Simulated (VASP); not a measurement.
Crystal: GaN.

```
Ga N
1.0
     3.19000    0.00000    0.00000
    -1.59500    2.76262    0.00000
     0.00000    0.00000    5.18900
Ga N
2 2
Direct
  0.33333 0.66667 0.00000
  0.66667 0.33333 0.50000
  0.33333 0.66667 0.37700
  0.66667 0.33333 0.87700
```

The cell was built by a generator and isn't the measured one.

```yaml
Program: VASP 6.6.1
Task: relaxation of cell and atoms
Functional: PBE
Potentials_or_basis: VASP PAW PBE potentials, release 64 (Ga_d, N)
Cutoff: 600 eV
k_mesh: 6 × 6 × 4
Occupations: gaussian, width 0.02 eV
Spin: no spin polarisation
```

At the start: pressure 5.0 GPa; volume 11.43 Å³/atom.

Question: Where does the relaxation end?

Answer: Over 13 steps the energy falls by 4.9 meV/atom and the volume is 11.76 Å³/atom (+2.8 %); space group P6_3mc (No. 186, to 0.05 Å).

Step by step:
| step | energy change (eV) | largest force (eV/Å) | pressure (GPa) | volume (Å³) |
| --- | --- | --- | --- | --- |
| 1 | 0.0000 | 0.0058 | 5.01 | 45.73 |
| 2 | -0.0061 | 0.0026 | -3.76 | 48.14 |
| 3 | -0.0197 | 0.0045 | 0.05 | 47.02 |
| 4 | -0.0197 | 0.0045 | -0.47 | 47.05 |
| 5 | -0.0194 | 0.0058 | 0.69 | 46.83 |
| 6 | -0.0197 | 0.0049 | 0.07 | 46.99 |
| 7 | -0.0197 | 0.0056 | -0.03 | 47.00 |
| 8 | -0.0197 | 0.0047 | 0.03 | 47.00 |
| 9 | -0.0197 | 0.0049 | 0.10 | 47.00 |
| 10 | -0.0198 | 0.0031 | -0.16 | 47.03 |
| 11 | -0.0198 | 0.0045 | 0.03 | 47.02 |
| 12 | -0.0198 | 0.0026 | -0.10 | 47.03 |
| 13 | -0.0198 | 0.0048 | -0.05 | 47.02 |

Final structure:
```
Ga N
1.0
     3.21867    0.00000    0.00000
    -1.60933    2.78745    0.00000
     0.00000    0.00000    5.24126
Ga N
2 2
Direct
  0.33333 0.66667 0.00006
  0.66667 0.33333 0.50006
  0.33333 0.66667 0.37694
  0.66667 0.33333 0.87694
```
